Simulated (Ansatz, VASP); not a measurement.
# One calculation of AlGaN2, two programs

```
CELL_PARAMETERS angstrom
2.93160 0.00000 0.00000
0.00000 2.93160 0.00000
0.00000 0.00000 4.95098
ATOMIC_POSITIONS crystal
Al 0.50000 0.50000 0.50000
Ga 0.00000 0.00000 0.00000
N 0.50000 0.00000 0.74005
N 0.00000 0.50000 0.25995
```

Alike in both runs: task single point; functional LDA; k mesh 8 × 8 × 6; occupations gaussian, width 0.05 eV; no spin polarisation.

|  | VASP | Ansatz |
| --- | --- | --- |
| version | VASP 6.6.1 | Ansatz 0.2.0 |
| potentials or method | VASP PAW LDA potentials, release 64 (Al, Ga_d, N) | scalar-relativistic, plane waves, PAW |
| plane-wave cutoff (eV) | 520 | 420 |
| valence electrons in the cell | 26 | 26 |

```tsv
	VASP	Ansatz	Ansatz less VASP
gap on the k mesh at the Fermi level (eV)	2.44	2.43	-0.010
least direct gap on the mesh (eV)	2.47	2.45	-0.011
pressure (GPa)	-1.1	-1.9	-0.86
largest component of the traceless stress (GPa)	24.74	24.88	+0.144
rms of the force components (eV/Å)	0.086	0.100	+0.0138
```

Atom by atom the forces differ by 0.014 eV/Å (rms over components).

A k mesh can miss the band edges.
